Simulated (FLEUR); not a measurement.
# Nb (Im-3m) in FLEUR: settings compared

Aim: see how the results for Nb move with the level of theory and the settings. Levels: PBEsol, LDA. Tasks: band structure.

Program: FLEUR MaX-R8.1 (later development tree). These are calculated values, not measurements. Logs are shortened: lines on timing, memory, paths and dates and some standing lists are left out, and cuts for length are marked.

## (1) The crystal as given

It takes space group Im-3m (No. 229, cubic). Conventional cell: a = 3.328 Å, b = 3.328 Å, c = 3.328 Å, α = 90.00°, β = 90.00°, γ = 90.00°. Nb (site symmetry m-3m) has 8 Nb at 2.88 Å as nearest neighbours.

## (2) Band structure, PBEsol

Input file inp.xml:

```xml
<?xml version="1.0" encoding="UTF-8" standalone="no"?>
<fleurInput fleurInputVersion="0.39">
   <comment>
      Nb                                                                                                  
   </comment>
   <calculationSetup>
      <cutoffs Kmax="4.1" Gmax="12.7" GmaxXC="12.7" numbands="0"/>
      <scfLoop itmax="60" minDistance="0.00001" maxIterBroyd="15" imix="Anderson" alpha="0.05" precondParam="0.0" spinf="2.0" sdNocoIR="T"/>
      <coreElectrons ctail="T" frcor="F" kcrel="0" coretail_lmax="0"/>
      <xcFunctional name="PBEs" relativisticCorrections="F"/>
      <magnetism jspins="1"/>
      <soc l_soc="F" theta="0.0" phi="0.0" spav="F"/>
      <expertModes spex="0" secvar="F"/>
      <geometryOptimization l_f="F" forcealpha="1.0" forcemix="BFGS" epsdisp="0.00001" epsforce="0.00001"/>
      <ldaU l_linMix="F" mixParam="0.05" spinf="1.0"/>
   </calculationSetup>
   <cell>
      <bzIntegration valenceElectrons="13.0" mode="hist" fermiSmearingEnergy="0.00183747">
         <kPointListSelection listName="default-1"/>
         <!-- k-points included here -->
         <xi:include xmlns:xi="http://www.w3.org/2001/XInclude" href="kpts.xml"> </xi:include>
      </bzIntegration>
      <!-- symmetry operations included here -->
      <xi:include xmlns:xi="http://www.w3.org/2001/XInclude" href="sym.xml"> </xi:include>
      <bulkLattice scale="1.0">
         <bravaisMatrix>
            <row-1>   -3.1444097850281700     3.1444097850281700     3.1444097850281700</row-1>
            <row-2>    3.1444097850281700    -3.1444097850281700     3.1444097850281700</row-2>
            <row-3>    3.1444097850281700     3.1444097850281700    -3.1444097850281700</row-3>
         </bravaisMatrix>
      </bulkLattice>
   </cell>
   <atomSpecies>
      <species name="Niobium (Nb)" element="Nb" atomicNumber="41">
         <mtSphere radius="2.52" gridPoints="833" logIncrement="0.015"/>
         <atomicCutoffs lmax="10" lnonsphr="10"/>
         <electronConfig flipSpins="F">
            <coreConfig>(1s1/2) (2s1/2) (2p1/2) (2p3/2) (3s1/2) (3p1/2) (3p3/2) (3d3/2) (3d5/2)</coreConfig>
            <valenceConfig>(4s1/2) (4p1/2) (4p3/2) (5s1/2) (4d3/2) (4d5/2)</valenceConfig>
            <stateOccupation state="(5s1/2)" spinUp="0.500000" spinDown="0.500000"/>
            <stateOccupation state="(4d3/2)" spinUp="0.800000" spinDown="0.800000"/>
            <stateOccupation state="(4d5/2)" spinUp="1.200000" spinDown="1.200000"/>
         </electronConfig>
         <energyParameters s="5" p="5" d="4" f="4"/>
         <lo type="SCLO" l="0" n="4" eDeriv="0"/>
         <lo type="SCLO" l="1" n="4" eDeriv="0"/>
         <lo type="SCLO" l="1" n="4" eDeriv="1"/>
         <lo type="SCLO" l="2" n="4" eDeriv="2"/>
         <lo type="SCLO" l="3" n="4" eDeriv="2"/>
      </species>
   </atomSpecies>
   <atomGroups>
      <atomGroup species="Niobium (Nb)">
         <relPos label="                   1">.0000000000 .0000000000 .0000000000</relPos>
         <force calculate="T" relaxXYZ="TTT"/>
      </atomGroup>
   </atomGroups>
   <output dos="F" band="F" slice="F">
      <checks vchk="F" cdinf="F"/>
      <bandDOS minEnergy="-.5*Htr" maxEnergy="0.5*Htr" sigma="0.015" storeEVData="T"/>
      <vacuumDOS vacdos="F" integ="F" star="F" nstars="0" locx1="0.0" locy1="0.0" locx2="0.0" locy2="0.0" nstm="0" tworkf="0.0"/>
      <unfoldingBand unfoldBand="F" supercellX="1" supercellY="1" supercellZ="1"/>
      <plotting iplot="0" polar="F">
         <plot TwoD="T" vec1="  1.0  0.0  0.0" vec2="  0.0  1.0  0.0" vec3="  0.0  0.0  1.0" zero="  0.0  0.0  0.0" file="plot"/>
      </plotting>
      <chargeDensitySlicing numkpt="0" minEigenval="0.0" maxEigenval="0.0" nnne="0" pallst="F"/>
      <specialOutput eonly="F"/>
      <moessbauerParams electricFieldGradient="T" isomerShift="T" coreHyperfine="T" valenceHyperfine="T"/>
      <magneticCircularDichroism mcd="F" energyLo="-10.0" energyUp="0.0"/>
   </output>
  <!-- We include the file relax.xml here to enable relaxations (see documentation) -->
  <xi:include xmlns:xi="http://www.w3.org/2001/XInclude" href="relax.xml"> <xi:fallback/> </xi:include>
</fleurInput>
```

Input file crystal.txt:

```
Nb
&input cartesian=F /
-1.6639500000  1.6639500000  1.6639500000
1.6639500000  -1.6639500000  1.6639500000
1.6639500000  1.6639500000  -1.6639500000
1.8897261246
1.0 1.0 1.0

1
41 0.0000000000  0.0000000000  0.0000000000

&kpt div1=11 div2=11 div3=11 gamma=T /
```

Input file inp.xml (bands):

```
<?xml version="1.0" encoding="UTF-8" standalone="no"?>
<fleurInput fleurInputVersion="0.39">
   <comment>
      Nb                                                                                                  
   </comment>
   <calculationSetup>
      <cutoffs Kmax="4.1" Gmax="12.7" GmaxXC="12.7" numbands="0"/>
      <scfLoop itmax="60" minDistance="0.00001" maxIterBroyd="15" imix="Anderson" alpha="0.05" precondParam="0.0" spinf="2.0" sdNocoIR="T"/>
      <coreElectrons ctail="T" frcor="F" kcrel="0" coretail_lmax="0"/>
      <xcFunctional name="PBEs" relativisticCorrections="F"/>
      <magnetism jspins="1"/>
      <soc l_soc="F" theta="0.0" phi="0.0" spav="F"/>
      <expertModes spex="0" secvar="F"/>
      <geometryOptimization l_f="F" forcealpha="1.0" forcemix="BFGS" epsdisp="0.00001" epsforce="0.00001"/>
      <ldaU l_linMix="F" mixParam="0.05" spinf="1.0"/>
   </calculationSetup>
   <cell>
      <bzIntegration valenceElectrons="13.0" mode="hist" fermiSmearingEnergy="0.00183747">
         <kPointListSelection listName="path-1"/>
         <!-- k-points included here -->
         <xi:include xmlns:xi="http://www.w3.org/2001/XInclude" href="kpts.xml"> </xi:include>
      </bzIntegration>
      <!-- symmetry operations included here -->
      <xi:include xmlns:xi="http://www.w3.org/2001/XInclude" href="sym.xml"> </xi:include>
      <bulkLattice scale="1.0">
         <bravaisMatrix>
            <row-1>   -3.1444097850281700     3.1444097850281700     3.1444097850281700</row-1>
            <row-2>    3.1444097850281700    -3.1444097850281700     3.1444097850281700</row-2>
            <row-3>    3.1444097850281700     3.1444097850281700    -3.1444097850281700</row-3>
         </bravaisMatrix>
      </bulkLattice>
   </cell>
   <atomSpecies>
      <species name="Niobium (Nb)" element="Nb" atomicNumber="41">
         <mtSphere radius="2.52" gridPoints="833" logIncrement="0.015"/>
         <atomicCutoffs lmax="10" lnonsphr="10"/>
         <electronConfig flipSpins="F">
            <coreConfig>(1s1/2) (2s1/2) (2p1/2) (2p3/2) (3s1/2) (3p1/2) (3p3/2) (3d3/2) (3d5/2)</coreConfig>
            <valenceConfig>(4s1/2) (4p1/2) (4p3/2) (5s1/2) (4d3/2) (4d5/2)</valenceConfig>
            <stateOccupation state="(5s1/2)" spinUp="0.500000" spinDown="0.500000"/>
            <stateOccupation state="(4d3/2)" spinUp="0.800000" spinDown="0.800000"/>
            <stateOccupation state="(4d5/2)" spinUp="1.200000" spinDown="1.200000"/>
         </electronConfig>
         <energyParameters s="5" p="5" d="4" f="4"/>
         <lo type="SCLO" l="0" n="4" eDeriv="0"/>
         <lo type="SCLO" l="1" n="4" eDeriv="0"/>
         <lo type="SCLO" l="1" n="4" eDeriv="1"/>
         <lo type="SCLO" l="2" n="4" eDeriv="2"/>
         <lo type="SCLO" l="3" n="4" eDeriv="2"/>
      </species>
   </atomSpecies>
   <atomGroups>
      <atomGroup species="Niobium (Nb)">
         <relPos label="                   1">.0000000000 .0000000000 .0000000000</relPos>
         <force calculate="T" relaxXYZ="TTT"/>
      </atomGroup>
   </atomGroups>
   <output dos="F" band="T" slice="F">
      <checks vchk="F" cdinf="F"/>
      <bandDOS minEnergy="-.5*Htr" maxEnergy="0.5*Htr" sigma="0.015" storeEVData="T"/>
      <vacuumDOS vacdos="F" integ="F" star="F" nstars="0" locx1="0.0" locy1="0.0" locx2="0.0" locy2="0.0" nstm="0" tworkf="0.0"/>
      <unfoldingBand unfoldBand="F" supercellX="1" supercellY="1" supercellZ="1"/>
      <plotting iplot="0" polar="F">
         <plot TwoD="T" vec1="  1.0  0.0  0.0" vec2="  0.0  1.0  0.0" vec3="  0.0  0.0  1.0" zero="  0.0  0.0  0.0" file="plot"/>
      </plotting>
      <chargeDensitySlicing numkpt="0" minEigenval="0.0" maxEigenval="0.0" nnne="0" pallst="F"/>
      <specialOutput eonly="F"/>
      <moessbauerParams electricFieldGradient="T" isomerShift="T" coreHyperfine="T" valenceHyperfine="T"/>
      <magneticCircularDichroism mcd="F" energyLo="-10.0" energyUp="0.0"/>
   </output>
  <!-- We include the file relax.xml here to enable relaxations (see documentation) -->
  <xi:include xmlns:xi="http://www.w3.org/2001/XInclude" href="relax.xml"> <xi:fallback/> </xi:include>
</fleurInput>
```

Potentials or basis: all-electron, FLAPW.

Command:

```
$ inpgen -f crystal.txt -profile fastHighL
$ # inp.xml edited to the form shown
$ fleur_MPI
$ fleur_MPI   # second run, on inp.xml (bands)
```

The program printed:

```text
Welcome to FLEUR        (www.flapw.de)
      MaX-Release 8.1          (www.max-centre.eu)

 ========== k-point set info ==========
 Selected k-point list: default-1
 k-point list type: mesh
 11 x 11 x 11
 Number of k points: 56

 ------------Calculation Setup---------------------------
 Number of MPI-tasks      :            1
 Number of PE/node        :            1
 Number of OMP-threads    :            1
 Most efficient MPI parallelization for:
           1           2           4           7           8          14          28          56
 Additional eigenvalue parallelization possible
 Number of basis functions:          185
 Approximate size of matrices (H+S) per k-point:         0.001 GB
 --------------------------------------------------------
 Iteration:     1   Distance:      12.29132027 me/bohr^3
 Iteration:     2   Distance:      11.26265456 me/bohr^3
 Iteration:     3   Distance:       4.46874412 me/bohr^3
 Iteration:     4   Distance:       2.82603249 me/bohr^3
 Iteration:     5   Distance:       1.06428996 me/bohr^3
 Iteration:     6   Distance:       0.54156223 me/bohr^3
 Iteration:     7   Distance:       0.09055214 me/bohr^3
 Iteration:     8   Distance:       0.00617031 me/bohr^3
 Iteration:     9   Distance:       0.00613667 me/bohr^3
 Iteration:    10   Distance:       0.00050070 me/bohr^3
 Iteration:    11   Distance:       0.00046569 me/bohr^3
 Iteration:    12   Distance:       0.00001723 me/bohr^3
 Iteration:    13   Distance:       0.00000272 me/bohr^3

 ********************************************************************
 Run finished successfully
 Stop message:
   all done
 ********************************************************************
```

output (bands):

```text
Welcome to FLEUR        (www.flapw.de)
      MaX-Release 8.1          (www.max-centre.eu)

 ========== k-point set info ==========
 Selected k-point list: path-1
 k-point list type: path
 Number of k points: 60

 ------------Calculation Setup---------------------------
 Number of MPI-tasks      :            1
 Number of PE/node        :            1
 Number of OMP-threads    :            1
 Most efficient MPI parallelization for:
           1           2           3           4           5           6          10          12          15          20          30          60
 Additional eigenvalue parallelization possible
 Number of basis functions:          187
 Approximate size of matrices (H+S) per k-point:         0.001 GB
 --------------------------------------------------------
 Fermi energy correction for metals:
 Fermi energy in bands.* files may not be consistent with last density.
 Please correct it manually (e.g. in band.gnu file).

 Note: Band structure data (together with different weights) is also stored in the banddos.hdf file.
       A convenient way of extracting and plotting the data from that file is by making use of the

 ********************************************************************
 Run finished successfully
 Stop message:
   Charge density postprocessing done.
 ********************************************************************
```

out.xml (last iteration):

```text
<iteration numberForCurrentRun="   13" overallNumber="   13">
         <energyParameters units="Htr">
            <atomicEP atomType="1" spin="1" branch="5s" branchLowest="-1.48" branchHighest="2.37" value="0.3387420577"/>
            <atomicEP atomType="1" spin="1" branch="5p" branchLowest="-0.55" branchHighest="3.02" value="0.4519465582"/>
            <atomicEP atomType="1" spin="1" branch="4d" branchLowest="-6.59" branchHighest="0.89" value="0.4543098525"/>
            <atomicEP atomType="1" spin="1" branch="4f" branchLowest="-9.99" branchHighest="2.35" value="0.7121086877"/>
            <loAtomicEP atomType="1" spin="1" branch="4s" branchLowest="-15.48" branchHighest="-1.48" value="-1.5152134753"/>
            <loAtomicEP atomType="1" spin="1" branch="4p" branchLowest="-12.10" branchHighest="-0.55" value="-0.6401219117"/>
            <loAtomicEP atomType="1" spin="1" branch="4p" branchLowest="-12.10" branchHighest="-0.55" value="-0.6401219117"/>
            <loAtomicEP atomType="1" spin="1" branch="4d" branchLowest="-6.59" branchHighest="0.89" value="0.4531328603"/>
            <loAtomicEP atomType="1" spin="1" branch="4f" branchLowest="-9.99" branchHighest="2.35" value="0.7121104607"/>
         </energyParameters>
         <eigenvalues>
            <eigenvaluesAt spin="1" ikpt="1" k_x="0.00000000" k_y="0.00000000" k_z="0.00000000">
                      -1.5231451143       -0.6181033909       -0.6181033909       -0.6181033909        0.2550793127
                       0.4852228445        0.4852228445        0.4852228445        0.5893651955        0.5893651955
                       0.9885281114
            </eigenvaluesAt>
            <eigenvaluesAt spin="1" ikpt="2" k_x="0.00000000" k_y="0.00000000" k_z="0.09090909">
                      -1.5224978359       -0.6220931097       -0.6193232866       -0.6181343202        0.2671417569
                       0.4779212985        0.4831881478        0.4968693666        0.5790886946        0.5894814424
                       0.9978458953
            </eigenvaluesAt>
            <eigenvaluesAt spin="1" ikpt="3" k_x="0.00000000" k_y="0.00000000" k_z="0.18181818">
[... 24 lines left out ...]
            <state n="2" l="1" j="1.5" energy="-84.4976091893" weight="2.0000000000"/>
            <state n="3" l="0" j="0.5" energy="-15.4799680779" weight="1.0000000000"/>
            <state n="3" l="1" j="0.5" energy="-12.4951292821" weight="1.0000000000"/>
            <state n="3" l="1" j="1.5" energy="-11.9252438317" weight="2.0000000000"/>
            <state n="3" l="2" j="1.5" energy="-6.6506348502" weight="2.0000000000"/>
            <state n="3" l="2" j="2.5" energy="-6.5444854475" weight="3.0000000000"/>
         </coreStates>
         <allElectronCharges>
            <spinDependentCharge spin="1" total="41.0000000" interstitial="1.9378395" mtSpheres="39.0621605"/>
            <totalCharge value="40.9999999974"/>
         </allElectronCharges>
         <moessbauerParams unitsHFF="kG" unitsIS="e/bohr^3" unitsEFG="Htr/bohr^2">
            <coreIsomerShift atomType="1" isTotal="82986.90541">
               <shell n="1" l="0" isomerShift="73426.91696"/>
               <shell n="2" l="0" isomerShift="8004.68327"/>
               <shell n="2" l="1" isomerShift="122.87077"/>
               <shell n="3" l="0" isomerShift="1409.69490"/>
               <shell n="3" l="1" isomerShift="22.73951"/>
               <shell n="3" l="2" isomerShift="0.00000"/>
            </coreIsomerShift>
            <isomerShift atomType="1" nucleusRadius="0.0001070" averageDensity="83232.62680"/>
            <electricFieldGradient atomType="1" VXX="0.00000" VYY="0.00000" VZZ="0.00000" asymParam="0.00000">
            </electricFieldGradient>
         </moessbauerParams>
         <totalEnergy                                    value="    -3818.3844865613" units="Htr">
            <sumOfEigenvalues                            value="    -2259.8779935410">
               <coreElectrons value="-2255.0575002674"/>
               <valenceElectrons value="-4.8204932736"/>
            </sumOfEigenvalues>
            <densityCoulombPotentialIntegral value="-6058.1401516878"/>
            <densityEffectivePotentialIntegral value="-6211.7700962277"/>
            <chargeDenXCDenIntegral value="-116.9602622765"/>
            <FockExchangeEnergyValence value="0.0000000000"/>
            <FockExchangeEnergyCore value="0.0000000000"/>
            <atomTypeDependentContributions atomType="1">
               <electronNucleiInteractionDifferentMTs value="4600.0187857912"/>
               <MadelungTerm value="-24.2274653364"/>
            </atomTypeDependentContributions>
            <tkbTimesEntropy value="0.0005373831"/>
            <freeEnergy value="-3818.3850239444"/>
            <extrapolationTo0K value="-3818.3847552529"/>
         </totalEnergy>
         <densityConvergence units="me/bohr^3">
            <chargeDensity spin="1" distance="0.0000027187"/>
         </densityConvergence>
      </iteration>
```

It took 15 s on 1 thread of Arm Neoverse V1, shared host; peak memory 0.06 GiB.

What came out:

- Free energy: -103903.5497 eV
- Band gap along the path: none (metal or under the smearing width)
- Valence electrons inside the program's atomic spheres: Nb 11.06 (radii Nb 2.52 bohr)

Levels at the corners of the path, in eV from the Fermi level:
| point | band 2 | band 3 | band 4 | band 5 | band 6 | band 7 | band 8 | band 9 | band 10 | band 11 |
| --- | --- | --- | --- | --- | --- | --- | --- | --- | --- | --- |
| Γ | -29.62 | -29.62 | -29.62 | -5.86 | 0.40 | 0.40 | 0.40 | 3.24 | 3.24 | 14.10 |
| H | -30.49 | -30.49 | -30.49 | -3.57 | -3.57 | 5.52 | 5.52 | 5.52 | 8.89 | 8.89 |
| N | -30.89 | -30.02 | -29.63 | -3.60 | -1.56 | 2.22 | 3.26 | 3.92 | 6.26 | 11.53 |
| Γ | -29.62 | -29.62 | -29.62 | -5.86 | 0.40 | 0.40 | 0.40 | 3.24 | 3.24 | 14.10 |
| P | -30.26 | -30.26 | -30.26 | -1.04 | -1.04 | -1.04 | 4.05 | 4.05 | 9.17 | 11.73 |
| H | -30.49 | -30.49 | -30.49 | -3.57 | -3.57 | 5.52 | 5.52 | 5.52 | 8.89 | 8.89 |
| P | -30.26 | -30.26 | -30.26 | -1.04 | -1.04 | -1.04 | 4.05 | 4.05 | 9.17 | 11.73 |
| N | -30.89 | -30.02 | -29.63 | -3.60 | -1.56 | 2.22 | 3.26 | 3.92 | 6.26 | 11.53 |

Core levels (eV from the Fermi level):
```
atom                                                                                                                             levels
1 Nb  1s1/2 -18783.6, 2s1/2 -2623.6, 2p1/2 -2407.8, 2p3/2 -2312.1, 3s1/2 -434.0, 3p1/2 -352.8, 3p3/2 -337.3, 3d3/2 -193.8, 3d5/2 -190.9
```

## (3) Band structure, PBEsol, spin-orbit coupling, no magnetisation

Changes to inp.xml since step 2:

```diff
@@ -6,3 +6,3 @@
    <calculationSetup>
-      <cutoffs Kmax="4.1" Gmax="12.7" GmaxXC="12.7" numbands="0"/>
+      <cutoffs Kmax="4.1" Gmax="12.7" GmaxXC="12.7" numbands="all"/>
       <scfLoop itmax="60" minDistance="0.00001" maxIterBroyd="15" imix="Anderson" alpha="0.05" precondParam="0.0" spinf="2.0" sdNocoIR="T"/>
@@ -11,3 +11,3 @@
       <magnetism jspins="1"/>
-      <soc l_soc="F" theta="0.0" phi="0.0" spav="F"/>
+      <soc l_soc="T" theta="0.0" phi="0.0" spav="F"/>
       <expertModes spex="0" secvar="F"/>
```

Changes to crystal.txt since step 2:

```diff
@@ -11,2 +11,3 @@
 
-&kpt div1=11 div2=11 div3=11 gamma=T /
+&soc 0.0 0.0 /
+&kpt div1=8 div2=8 div3=8 gamma=T /
```

Changes to inp.xml (bands) since step 2:

```diff
@@ -6,3 +6,3 @@
    <calculationSetup>
-      <cutoffs Kmax="4.1" Gmax="12.7" GmaxXC="12.7" numbands="0"/>
+      <cutoffs Kmax="4.1" Gmax="12.7" GmaxXC="12.7" numbands="all"/>
       <scfLoop itmax="60" minDistance="0.00001" maxIterBroyd="15" imix="Anderson" alpha="0.05" precondParam="0.0" spinf="2.0" sdNocoIR="T"/>
@@ -11,3 +11,3 @@
       <magnetism jspins="1"/>
-      <soc l_soc="F" theta="0.0" phi="0.0" spav="F"/>
+      <soc l_soc="T" theta="0.0" phi="0.0" spav="F"/>
       <expertModes spex="0" secvar="F"/>
```

Potentials or basis: all-electron, FLAPW.

Command:

```
$ inpgen -f crystal.txt -profile fastHighL
$ # inp.xml edited to the form shown
$ fleur_MPI
$ fleur_MPI   # second run, on inp.xml (bands)
```

Wall time 4.7 min (1 thread of Arm Neoverse V1, shared host); peak memory 0.15 GiB.

It converged, with:

| Property | Result |
| --- | --- |
| Free energy | -103903.6884 eV |
| Band gap along the path | none (metal or under the smearing width) |
| Valence electrons inside the program's atomic spheres | Nb 11.06 (radii Nb 2.52 bohr) |

Levels at the corners of the path, in eV from the Fermi level:
```csv
point,band 10,band 11,band 12,band 13,band 14,band 15
Γ,-5.77,0.44,0.44,0.44,0.44,0.55
H,-3.49,-3.49,-3.49,5.54,5.54,5.54
N,-3.52,-1.49,-1.49,2.31,2.31,3.33
Γ,-5.77,0.44,0.44,0.44,0.44,0.55
P,-1.06,-0.91,-0.91,-0.91,-0.91,4.13
H,-3.49,-3.49,-3.49,5.54,5.54,5.54
P,-1.06,-0.91,-0.91,-0.91,-0.91,4.13
N,-3.52,-1.49,-1.49,2.31,2.31,3.33
```

Core levels (eV from the Fermi level):
| atom | levels |
| --- | --- |
| 1 Nb | 1s1/2 -18783.6, 2s1/2 -2623.5, 2p1/2 -2407.7, 2p3/2 -2312.0, 3s1/2 -434.0, 3p1/2 -352.7, 3p3/2 -337.2, 3d3/2 -193.7, 3d5/2 -190.8 |

(Continued in part 2 of 2.)
